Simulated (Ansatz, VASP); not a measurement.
# One calculation of ZnS (Wurtzite-4H), two programs

```
CELL_PARAMETERS angstrom
3.82270 0.00000 0.00000
-1.91135 3.31056 0.00000
0.00000 0.00000 12.52000
ATOMIC_POSITIONS crystal
Zn 0.66667 0.33333 0.75000
Zn 0.33333 0.66667 0.25000
Zn 0.00000 0.00000 0.50000
Zn 0.00000 0.00000 0.00000
S 0.66667 0.33333 0.93750
S 0.33333 0.66667 0.43750
S 0.00000 0.00000 0.68750
S 0.00000 0.00000 0.18750
```

Alike in both runs: task relaxation of cell and atoms; functional PBEsol; dispersion D3(BJ); k mesh 8 × 8 × 3; occupations fermi-dirac, width 0.05 eV; no spin polarisation.

|  | VASP | Ansatz |
| --- | --- | --- |
| version | VASP 6.6.1 | Ansatz 0.2.0 |
| potentials or method | VASP PAW PBE potentials, release 64 (Zn, S) | Ansatz PAW |
| plane-wave cutoff (eV) | 600 | 420 |
| valence electrons in the cell | 72 | 72 |

VASP gave:

- gap on the k mesh at the Fermi level, each at its own relaxed structure (eV): 2.24
- relaxed volume (Å³/atom): 18.74
- relaxed cell length with the largest relative difference (Å): 3.753
- energy change over the relaxation (meV/atom): -14

**Question.** Estimate Ansatz's values.

**Answer.** gap on the k mesh at the Fermi level, each at its own relaxed structure (eV): 2.24; relaxed volume (Å³/atom): 18.69; relaxed cell length with the largest relative difference (Å): 3.749; energy change over the relaxation (meV/atom): -16.

Caveats: the PAW data sets were made with another functional, which shifts forces and pressure a little (VASP); an odd mesh through Γ misses points on the zone boundary, where band edges often lie (VASP); odd divisions of the mesh miss points on the zone boundary, where band edges often lie, so the gap on the mesh can be too wide (Ansatz); the plane-wave basis is chosen anew once the cell has moved, so the energies of steps on either side of that aren't comparable (Ansatz); the PAW data sets come from PBE, with cores solved anew for the run's functional, which leaves a small shift of forces and pressure (Ansatz).
